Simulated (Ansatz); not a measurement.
# What a trial cell of C relaxes into

The calculation used DFT PBE, scalar-relativistic, plane waves, PAW (Ansatz). Cutoff 420 eV, Γ-centred k mesh, Gaussian smearing, no spin polarisation in the final step.

The start is a random cell of C with space group Imm2 (No. 44), drawn with lower limits on the distances.

```yaml
crystal:
  lattice:
    - [-2.14142, 2.74299, 2.83374]
    - [2.14142, -2.74299, 2.83374]
    - [2.14142, 2.74299, -2.83374]
  atoms:
    - { symbol: C, position: [0.08309, 0.02149, 0.39494] }
    - { symbol: C, position: [0.62655, 0.02149, 0.93840] }
    - { symbol: C, position: [0.62655, 0.68815, 0.60506] }
    - { symbol: C, position: [0.08309, 0.68815, 0.06160] }
    - { symbol: C, position: [0.16667, 0.16667, 0.00000] }
```

Cell and atoms relax at zero pressure; the relaxation can't lower the symmetry of the start. After a coarse first stage the cell is made exact in the group found at 0.06 Å.

Energies count from the standard state of C at the same level.

What does it relax into?

It ends in I4/mmm (No. 139). Conventional cell: a = 3.649 Å, c = 6.969 Å. C on Wyckoff site h (4 atoms of the primitive cell) has 2 C at 1.44 Å and 1 C at 1.56 Å; C on Wyckoff site a (1 atom of the primitive cell) has 4 C at 1.56 Å.

```xyz
5
Lattice="-1.8243 1.8243 3.4843 1.8243 -1.8243 3.4843 1.8243 1.8243 -3.4843" Properties=species:S:1:pos:R:3 pbc="T T T"
C     0.7210    0.7210    3.4843
C     0.7210   -0.7210    3.4843
C     1.1033    1.1033    0.0000
C    -0.7210    0.7210    3.4843
C     0.0000    0.0000    0.0000
```

What are its volume, energy, density and gap?

The volume per atom is 9.3 Å³, the density is 2.1 g/cm³ and the energy over the standard structure is 1.73 eV/atom. The gap on the 14×14×14 mesh is 0 eV (a metal).

The final run used a 14×14×14 mesh on its 5-atom cell and 0.10 eV smearing. For metals, differences of a few meV/atom aren't resolved. Weakly bound directions are ill-defined at this level, which has no dispersion term. Symmetry constrained the relaxation, so the result can be a saddle point. The steps took about 2.3 core-minutes in all.